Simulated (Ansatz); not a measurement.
**Band structure of CdF₂**

```
Cd F
1.0
     0.00000    2.69400    2.69400
     2.69400    0.00000    2.69400
     2.69400    2.69400    0.00000
Cd F
1 2
Direct
  0.00000 0.00000 0.00000
  0.25000 0.25000 0.25000
  0.75000 0.75000 0.75000
```

Atom numbers follow the list: Cd1, F2, F3.

The cell comes from COD entry 9009006, which wasn't checked; take it as a given geometry.

Method: DFT, LDA, all-electron LAPW, scalar-relativistic in Ansatz 0.2.0.

Settings: a Γ-centred 8×8×8 k mesh, Fermi–Dirac smearing of 0.02 eV, basis error target 1 meV/atom, no spin polarisation.

Points in fractions of the reciprocal vectors of this cell: Γ (0, 0, 0), X (0.5, 0, 0.5), U (0.625, 0.25, 0.625), K (0.375, 0.375, 0.75), L (0.5, 0.5, 0.5), W (0.5, 0.25, 0.75). The path runs Γ–X–U–K–Γ–L–W–X. Energies are in eV from the top of the valence band; (×n) counts levels within 4 meV of each other, which need not be degenerate by symmetry.

Question: Is there a gap, and where are the band edges?

Answer: 2.80 eV, indirect from W (0.5, 0.25, 0.75) to Γ.

Question: List the levels between -8 and 6 eV at the symmetry points.

Answer: 
Γ: -5.62 (×3), -4.34 (×2), -1.02 (×3), -0.48 (×3), 2.80
X: -5.45, -4.62 (×2), -4.22, -4.05, -3.12, -3.05 (×2), -0.54, -0.09 (×2)
U: -5.22, -4.75, -4.44, -4.41, -4.35, -3.45, -2.59, -2.35, -0.99, -0.36, -0.20
K: -5.22, -4.75, -4.44, -4.41, -4.35, -3.45, -2.59, -2.35, -0.99, -0.36, -0.20
L: -5.27 (×2), -4.27 (×2), -4.09, -2.87, -2.36, -1.90 (×2), -0.38 (×2)
W: -5.04, -4.68, -4.61, -4.46 (×2), -3.54, -2.62, -1.57 (×2), -0.63, 0.00
